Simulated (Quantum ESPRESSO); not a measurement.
Input of a Quantum ESPRESSO 7.5 run:

The input pw.in:

```
&CONTROL
  calculation = 'vc-relax'
  prefix = 'pwscf'
  outdir = './tmp'
  pseudo_dir = './pseudo'
  tprnfor = .true.
  tstress = .true.
  disk_io = 'low'
  nstep = 40
  forc_conv_thr = 0.0004
  etot_conv_thr = 1d-05
/
&SYSTEM
  ibrav = 0
  nat = 3
  ntyp = 2
  ecutwfc = 52
  ecutrho = 414
  nbnd = 18
  occupations = 'smearing'
  smearing = 'fd'
  degauss = 0.00367493
/
&ELECTRONS
  conv_thr = 6d-10
  electron_maxstep = 120
  mixing_beta = 0.5
/
&IONS
  ion_dynamics = 'bfgs'
/
&CELL
  cell_dynamics = 'bfgs'
  press = 0
  press_conv_thr = 0.3
/
ATOMIC_SPECIES
Mo    95.9500 mo_pbesol_v1.uspp.F.UPF
Si    28.0850 si_pbesol_v1.uspp.F.UPF
CELL_PARAMETERS bohr
  -3.0235617994    3.0235617994    7.4275685328
   3.0235617994   -3.0235617994    7.4275685328
   3.0235617994    3.0235617994   -7.4275685328
ATOMIC_POSITIONS bohr
Mo     0.0000000000    0.0000000000    0.0000000000
Si     0.0000000000    0.0000000000    9.9083764228
Si     0.0000000000    0.0000000000    4.9467606429
K_POINTS automatic
12 12 12 0 0 0
```

Potentials or basis: GBRV 1.5 PBEsol.

The run is started by

```bash
$ OMP_NUM_THREADS=1 mpirun -n 2 pw.x -nk 2 -in pw.in > pw.out
```

(1) Predict the relaxed volume.

(2) Estimate the space group after relaxing (to 0.05 Å).

(3) Predict the band gap on the k mesh.

Results:

(1) 13.25 Å³/atom.

(2) I4/mmm (No. 139).

(3) none (metal or under the smearing width).
